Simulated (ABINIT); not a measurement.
# Quasiparticle gap of BeS (F-43m) in ABINIT, part 3 of 3

How does a plane-wave GW calculation on BeS (F-43m) run from the first input to the gap?

ABINIT 10.8.3; PBE and many-body steps on it, plane waves. Known limits of the many-body steps: not at the basis limit; coarse k mesh.

So far. Step 3 (Bands along the symmetry lines): The gap is 3.114 eV, as in the run before at this level. Step 4 (Empty states on the mesh, 4×4×4 mesh, 30 bands): On this mesh the gap is 3.114 eV.

The database entry behind the starting cell differs from later determinations by our own check (0.1 to 0.3 % short, probably kX units), so it need not match the best structure at ambient conditions.

## 5. Screening, 4×4×4 mesh, 26 bands, screening to 108.8 eV

The RPA dielectric matrix is built and inverted for each q.

This step: RPA screening on PBE, plane waves, norm-conserving pseudopotentials.

run.abi reads:

```
acell 3*1.0 Angstrom
rprim 
  0.000000000000 2.425000000000 2.425000000000
  2.425000000000 -0.000000000000 2.425000000000
  2.425000000000 2.425000000000 -0.000000000000
ntypat 2
znucl 4 16
natom 2
typat 1 2
xred 
  0.000000000000 0.000000000000 0.000000000000
  0.250000000000 0.250000000000 0.250000000000
pp_dirpath "pseudos"
pseudos "Be.upf, S.upf"
ecut 38
ngkpt 4 4 4
nshiftk 1
shiftk 0 0 0
kptopt 1
chksymbreak 0
istwfk *1
occopt 1
irdwfk 1
optdriver 3
nband 26
ecuteps 4
inclvkb 2
awtr 1
symchi 1
indata_prefix "in"
outdata_prefix "out"
tmpdata_prefix "tmp"
```

Launch:

```bash
$ OMP_NUM_THREADS=1 mpirun -n 4 abinit run.abi > log
```

Numbers of over 12 decimals in the logs are rounded to 6 here.

The program printed:

```text
.Version 10.8.3 of ABINIT. v10.8.2 released Aug 2026.

 Symmetries : space group F-4 3 m (#216); Bravais cF (face-center cubic)
[... echo of the input left out ...]
== DATASET  1 ==================================================================
-   mpi_nproc: 4, omp_nthreads: 1 (-1 if OMP is not activated)

--- !DatasetInfo
iteration_state: {dtset: 1, }
dimensions: {natom: 2, nkpt: 8, mband: 26, nsppol: 1, nspinor: 1, nspden: 1, mpw: 2180, }
cutoff_energies: {ecut:  38.0, pawecutdg:  -1.0, }
electrons: {nelect:   1.00000000E+01, charge:   0.00000000E+00, occopt:   1.00000000E+00, tsmear:   1.00000000E-02, }

 SCREENING: Calculation of the susceptibility and dielectric matrices

 Based on a program developped by R.W. Godby, V. Olevano, G. Onida, and L. Reining.
 Incorporated in ABINIT by V. Olevano, G.-M. Rignanese, and M. Torrent.
.Using double precision arithmetic ; gwpc =  8

[... cell and pseudopotentials left out ...]
--------------------------------------------------------------------------------

 ==== K-mesh for the wavefunctions ====
 Number of points in the irreducible wedge :     8
[... list of points left out ...]
 Together with 24 symmetry operations and time-reversal symmetry
 yields    64 points in the full Brillouin Zone.

 ==== Q-mesh for the screening function ====
 Number of points in the irreducible wedge :     8
[... list of points left out ...]
 Together with 24 symmetry operations and time-reversal symmetry
 yields    64 points in the full Brillouin Zone.

 setmesh: FFT mesh size selected  =    24x   24x   24
          total number of points  =        13824

 vcoul_init : cutoff-mode = AUXILIARY_FUNCTION
 q-points for optical limit:   1
     1)      0.000010    0.000020    0.000030

- screening: taking advantage of time-reversal symmetry
- Maximum band index for partially occupied states nbvw = 5
- Remaining bands to be divided among processors   nbcw = 21
- Number of bands treated by each node ~5

 Number of electrons calculated from density =   10.0000; Expected =   10.0000
 average of density, n =  0.051956
 r_s =    1.6625
 omega_plasma =   21.9874 [eV]

 calculating chi0 at frequencies [eV] :
  1    0.000000E+00    0.000000E+00
  2    0.000000E+00    2.198744E+01

--------------------------------------------------------------------------------
  q-point number  1        q = ( 0.000000, 0.000000, 0.000000) [r.l.u.]
--------------------------------------------------------------------------------
[... chi0 elements left out ...]
 For q-point:  0.000010 0.000020 0.000030
  dielectric constant =   5.7398
  dielectric constant without local fields =   6.6407

  Average fulfillment of the sum rule on Im[epsilon] for q-point    1 :     47.79  [%]
[... wings left out ...]
  q-point number  2        q = ( 0.250000, 0.000000, 0.000000) [r.l.u.]
--------------------------------------------------------------------------------
[... chi0 elements left out ...]
  Average fulfillment of the sum rule on Im[epsilon] for q-point    2 :     69.18  [%]

 [... 6 further q-points ...]
```

The job ended after 3.3 s (4 MPI ranks of Arm Neoverse V1, shared host; peak memory 0.35 GiB; 13 s of CPU time).

Numbers from this step:

```yaml
eps_infinity_with_local_fields_on_this_mesh_along_the_program_s_q_direction: 5.740
the_same_without_local_fields: 6.641
plasma_frequency: 21.99 eV
plane_waves_in_the_screening_matrix: 65
```

Local fields lower ε∞ by 14 %. On a Γ-centred mesh this coarse the value itself is usually too large, while a short band sum pulls it down.

## 6. Self-energy, 4×4×4 mesh, 26 bands, screening to 108.8 eV

The self-energy is evaluated for the states that the input lists, and the levels follow from it, in one-shot runs by the linearised quasiparticle equation.

This step: G0W0 on PBE, plane waves, norm-conserving pseudopotentials.

Changes to run.abi since step 5:

```diff
@@ -23,8 +23,17 @@
 irdwfk 1
-optdriver 3
+optdriver 4
 nband 26
+gwcalctyp 0
+ecutsigx 38
+symsigma 1
+nkptgw 2
+kptgw 
+  0.0000000000 0.0000000000 0.0000000000
+  0.5000000000 0.5000000000 0.0000000000
+bdgw 
+  3 8
+  4 7
 ecuteps 4
-inclvkb 2
-awtr 1
-symchi 1
+irdscr 1
+ppmodel 1
 indata_prefix "in"
```

The program printed:

```text
.Version 10.8.3 of ABINIT. v10.8.2 released Aug 2026.

 Symmetries : space group F-4 3 m (#216); Bravais cF (face-center cubic)
[... echo of the input left out ...]
== DATASET  1 ==================================================================
-   mpi_nproc: 4, omp_nthreads: 1 (-1 if OMP is not activated)

--- !DatasetInfo
iteration_state: {dtset: 1, }
dimensions: {natom: 2, nkpt: 8, mband: 26, nsppol: 1, nspinor: 1, nspden: 1, mpw: 2180, }
cutoff_energies: {ecut:  38.0, pawecutdg:  -1.0, }
electrons: {nelect:   1.00000000E+01, charge:   0.00000000E+00, occopt:   1.00000000E+00, tsmear:   1.00000000E-02, }

 SIGMA: Calculation of the GW corrections

 Based on a program developped by R.W. Godby, V. Olevano, G. Onida, and L. Reining.
 Incorporated in ABINIT by V. Olevano, G.-M. Rignanese, and M. Torrent.
.Using double precision arithmetic ; gwpc =  8

[... cell and pseudopotentials left out ...]
--------------------------------------------------------------------------------

 ==== K-mesh for the wavefunctions ====
 Number of points in the irreducible wedge :     8
[... list of points left out ...]
 Together with 24 symmetry operations and time-reversal symmetry
 yields    64 points in the full Brillouin Zone.

 ==== Q-mesh for screening function ====
 Number of points in the irreducible wedge :     8
[... list of points left out ...]
 Together with 24 symmetry operations and time-reversal symmetry
 yields    64 points in the full Brillouin Zone.

 vcoul_init : cutoff-mode = AUXILIARY_FUNCTION
 q-points for optical limit:   1
     1)      0.000010    0.000020    0.000030
 setmesh: FFT mesh size selected  =    36x   36x   36
          total number of points  =        46656

 Number of electrons calculated from density =   10.0000; Expected =   10.0000
 average of density, n =  0.051956
 r_s =    1.6625
 omega_plasma =   21.9874 [eV]

 === KS Band Gaps ===
  >>>> For spin  1
   Minimum direct gap =   5.6639 [eV], located at k-point      :   0.0000  0.0000  0.0000
   Fundamental gap    =   3.1135 [eV], Top of valence bands at :   0.0000  0.0000  0.0000
                                       Bottom of conduction at :   0.5000  0.5000  0.0000
 SIGMA fundamental parameters:
 PLASMON POLE MODEL  1
 number of plane-waves for SigmaX                 2109
 number of plane-waves for SigmaC and W             65
 number of plane-waves for wavefunctions          2109
 number of bands                                    26
 number of independent spin polarizations            1
 number of spinorial components                      1
 number of k-points in IBZ                           8
 number of q-points in IBZ                           8
 number of symmetry operations                      24
 number of k-points in BZ                           64
 number of q-points in BZ                           64
 number of frequencies for dSigma/dE                 9
 frequency step for dSigma/dE [eV]                0.25
 number of omega for Sigma on real axis              0
 max omega for Sigma on real axis  [eV]           0.00
 zcut for avoiding poles [eV]                     0.10

 EPSILON^-1 parameters (SCR file):
 dimension of the eps^-1 matrix on file             65
 dimension of the eps^-1 matrix used                65
 number of plane-waves for wavefunctions          2109
 number of bands                                    26
 number of q-points in IBZ                           8
 number of frequencies                               2
 number of real frequencies                          1
 number of imag frequencies                          1

 matrix elements of self-energy operator (all in [eV])

 Perturbative Calculation

--- !SelfEnergy_ee
iteration_state: {dtset: 1, }
kpoint     : [   0.000,    0.000,    0.000, ]
spin       : 1
KS_gap     :    5.664
QP_gap     :    7.475
Delta_QP_KS:    1.811
data: !SigmaeeData |
     Band     E0 <VxcDFT>   SigX SigC(E0)      Z dSigC/dE  Sig(E)    E-E0       E
        3   3.822 -13.734 -16.694   2.291   0.800  -0.251 -14.269  -0.536   3.286
        4   3.822 -13.734 -16.694   2.291   0.800  -0.251 -14.269  -0.536   3.286
        5   3.822 -13.734 -16.694   2.291   0.800  -0.251 -14.269  -0.536   3.286
        6   9.486 -11.063  -5.752  -3.748   0.816  -0.226  -9.788   1.275  10.761
        7   9.486 -11.063  -5.752  -3.748   0.816  -0.226  -9.788   1.275  10.761
        8   9.486 -11.063  -5.752  -3.748   0.816  -0.226  -9.788   1.275  10.761

--- !SelfEnergy_ee
iteration_state: {dtset: 1, }
kpoint     : [   0.500,    0.500,    0.000, ]
spin       : 1
KS_gap     :    5.752
QP_gap     :    7.239
Delta_QP_KS:    1.487
data: !SigmaeeData |
     Band     E0 <VxcDFT>   SigX SigC(E0)      Z dSigC/dE  Sig(E)    E-E0       E
        4   1.183 -12.598 -16.427   2.867   0.790  -0.265 -13.358  -0.759   0.424
        5   1.183 -12.598 -16.427   2.867   0.790  -0.265 -13.358  -0.759   0.424
        6   6.935  -9.342  -5.026  -3.437   0.828  -0.208  -8.614   0.728   7.663
        7   8.740 -10.497  -5.690  -3.557   0.822  -0.216  -9.469   1.028   9.768

== END DATASET(S) ==============================================================
================================================================================

 -outvars: echo values of variables after computation  --------
           etotal      0.0000000000E+00
            nband          26
             nkpt           8
          spgroup         216
 [... the other variables as echoed above ...]

 Calculation completed.
```

Run time: 2.3 s. Hardware: 4 MPI ranks; peak memory 0.11 GiB.

This step gave:

- G0W0 gap on the points computed: 4.377 eV
- starting gap on the mesh: 3.114 eV
- k of the valence top: 0, 0, 0
- k of the conduction bottom: 0.5, 0.5, 0
- Z at the valence top: 0.8
- Z at the conduction bottom: 0.828
- least direct G0W0 gap on the computed points: 7.239 eV

The gap on the mesh goes from 3.11 eV to 4.38 eV, a correction of +1.26 eV.

Limits: finite bands, cutoff and mesh; coarse k mesh. v1 is the top filled band, c1 the lowest empty one. Levels before and after the correction, in eV, zero at the valence-band top of each column:

|  | conduction bottom | valence top |
| --- | --- | --- |
| Kohn-Sham | 3.11 | 0.00 |
| G0W0 | 4.38 | 0.00 |

|  | level | energy (eV) |
| --- | --- | --- |
| Kohn-Sham | Γ v3-v1 | 0.000 |
| Kohn-Sham | Γ c1-c3 | 5.664 |
| Kohn-Sham | (0.5 0.5 0) v2-v1 | -2.638 |
| Kohn-Sham | (0.5 0.5 0) c1 | 3.114 |
| Kohn-Sham | (0.5 0.5 0) c2 | 4.918 |
| G0W0 | Γ v3-v1 | 0.000 |
| G0W0 | Γ c1-c3 | 7.475 |
| G0W0 | (0.5 0.5 0) v2-v1 | -2.862 |
| G0W0 | (0.5 0.5 0) c1 | 4.377 |
| G0W0 | (0.5 0.5 0) c2 | 6.482 |

## 7. Where the time went

Times are wall times on 4 MPI ranks of Arm Neoverse V1, shared host, good to a factor of about two.

| step | time | share | memory (GiB) |
| --- | --- | --- | --- |
| ground state | 6.9 s | 31 % | 0.29 |
| bands along the symmetry lines | 6.1 s | 28 % | 0.26 |
| empty states on the mesh | 3.4 s | 15 % | 0.25 |
| screening | 3.3 s | 15 % | 0.35 |
| self-energy | 2.3 s | 11 % | 0.11 |

## 8. Outcome

```yaml
pbe_gap: 3.11 eV, indirect
g0w0_gap_on_the_mesh: 4.38 eV
gw_settings: 4×4×4 mesh, 26 bands, screening to 108.8 eV, Godby-Needs plasmon pole
known_limits: not at the basis limit; coarse k mesh
```

What this shows: G0W0 moves the gap on the mesh from 3.11 eV to 4.38 eV (+1.26 eV), with Z of 0.80 and 0.83 at the edges. Local fields lower the RPA ε∞ on this mesh from 6.64 to 5.74; a Γ-centred mesh this coarse tends to raise both, most where the direct gap is narrow, while a short band sum lowers them. Only 2 of the mesh's irreducible points were corrected, so a valley elsewhere could overtake. Bands and cutoff are finite, so the gap is not at the basis limit. The miss can reach some tenths of an eV and take either sign; the mesh is an error of its own. In the G0W0 run levels were corrected at 2 k points alone, so a gap called «on the mesh» is the least over those, and an edge elsewhere would be missed. The 4×4×4 mesh is coarse for this cell, which bears on the long-range parts of exchange and screening.

[Paths, hosts, dates, memory and timing lines, banners, echoed tables and standing remarks are left out of the program output.]

[Logs are printed without paths, hosts, clocks, repeated set-up lines and the standing remarks that a program may print on its own settings, such as how far it seeks lower states.]

[Runs of the session that timed out or met a known fault of the program may be left out.]

[Hosts, paths, dates, database ids (printed as entryN), source tags and the programs' standing remarks are cut or masked in the printed files.]

[G0W0 gaps are taken among the corrected bands and points alone; a level outside them can change the order at an edge.]

[Where Ansatz stands beside ABINIT at settings called matched, ABINIT's density can come from a denser mesh and the files from another edition; pairs whose starting gaps differed by over 0.03 eV were left out, so agreement reads better than it is.]
